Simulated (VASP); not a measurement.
A run of VASP 6.6.1:

The input INCAR:

```
SYSTEM = NaCl
PREC     = Accurate       ! precision mode
ENCUT    = 520            ! plane-wave cutoff, eV
EDIFF    = 1E-6           ! SCF threshold, eV
ISMEAR   = -1             ! smearing method
SIGMA    = 0.02           ! smearing width, eV
LREAL    = .False.        ! projectors in reciprocal space
LASPH    = .True.         ! aspherical terms in the spheres
NELM     = 100            ! most SCF steps
ALGO     = Normal         ! electronic algorithm
ISIF     = 2              ! what is computed and relaxed
LWAVE    = .False.        ! write WAVECAR
LCHARG   = .False.        ! write CHGCAR
GGA      = PE             ! functional
NBANDS   = 14             ! bands
```

File KPOINTS:

```
regular mesh
0
Gamma
  8 8 8
  0 0 0
```

The input POSCAR:

```
NaCl
1.0
    3.5064772242      0.0000000000      0.0000000000
    0.0000000000      3.5064772242      0.0000000000
    0.0000000000      0.0000000000      3.5064772242
Na Cl
1 1
Direct
    0.0000000000      0.0000000000      0.0000000000
    0.5000000000      0.5000000000      0.5000000000
```

Potentials or basis: VASP PAW PBE potentials, release 64 (Na_pv, Cl).

Run with:

```sh
$ cat potpaw_PBE.64/Na_pv/POTCAR potpaw_PBE.64/Cl/POTCAR > POTCAR
$ mpirun -np 1 vasp_std > vasp.out
```

Hardware: 1 thread of AMD EPYC 9R45 (Zen 5), with other jobs on the host.

Question: How long does it take, and how much memory?

Answer: Wall time 9.1 s on 1 thread of AMD EPYC 9R45 (Zen 5), with other jobs on the host, peak memory 0.12 GiB. Counts: scf iterations 12, k points 35.
